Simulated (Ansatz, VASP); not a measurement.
## One calculation of Bi, two programs

The input INCAR:

```
ALGO = Normal
EDIFF = 1E-7
ENCUT = 520
GGA = PE
ISIF = 2
ISMEAR = -1
LASPH = True
LCHARG = False
LREAL = False
LWAVE = False
NBANDS = 22
NELM = 80
PREC = Accurate
SIGMA = 0.05
```

KPOINTS

```
k-points
0
Gamma
  6 6 9
```

Contents of POSCAR:

```
Bi
1.0
    3.5570192531     -3.1940166960      0.0000000000
    3.5570192531      3.1940166960      0.0000000000
   -1.2849517653      0.0000000000      3.1746155033
Bi
2
Direct
    0.7530610000      0.7530610000      0.8573820000
    0.2469390000      0.2469390000      0.1426180000
```

Contents of input.yaml:

```yaml
crystal:
  lattice:
    - [3.5570192531, -3.194016696, 0.0]
    - [3.5570192531, 3.194016696, 0.0]
    - [-1.2849517653, 0.0, 3.1746155033]
  atoms:
    - { symbol: Bi, position: [0.753061, 0.753061, 0.857382] }
    - { symbol: Bi, position: [0.246939, 0.246939, 0.142618] }
hamiltonian:
  xc: pbe
  pseudopotentials: { kind: paw }
kpoints:
  mp_grid: { grid: [6, 6, 9] }
scf:
  occupations: { method: fermi_dirac, width: 0.05 }
output:
  forces: true
  stress: true
  eigenvalues: true
  write_density: true
  write_potential: true
  elf: true
  volumetric_format: npy
```

Change from the starting cell: volume scaled by 1.06.

Alike in both runs: task single point; functional PBE; k mesh 6 × 6 × 9; occupations fermi-dirac, width 0.05 eV; no spin polarisation.

|  | VASP | Ansatz |
| --- | --- | --- |
| version | VASP 6.6.1 | Ansatz 0.2.0 |
| potentials or method | VASP PAW PBE potentials, release 64 (Bi_d) | Ansatz PAW |
| plane-wave cutoff (eV) | 520 | 420 |
| valence electrons in the cell | 30 | 30 |

```csv
,VASP,Ansatz,Ansatz less VASP
gap on the k mesh at the Fermi level (eV),none,none,-
pressure (GPa),-2.5,-2.4,+0.06
largest component of the traceless stress (GPa),0.66,0.66,-0.003
rms of the force components (eV/Å),0.067,0.068,+0.0009
```

Atom by atom the forces differ by 0.001 eV/Å (rms over components). A gap of «none» marks a metal or a gap that the smearing closes.

Caveats: spin-orbit coupling is left out, which moves the levels of the heavy elements.
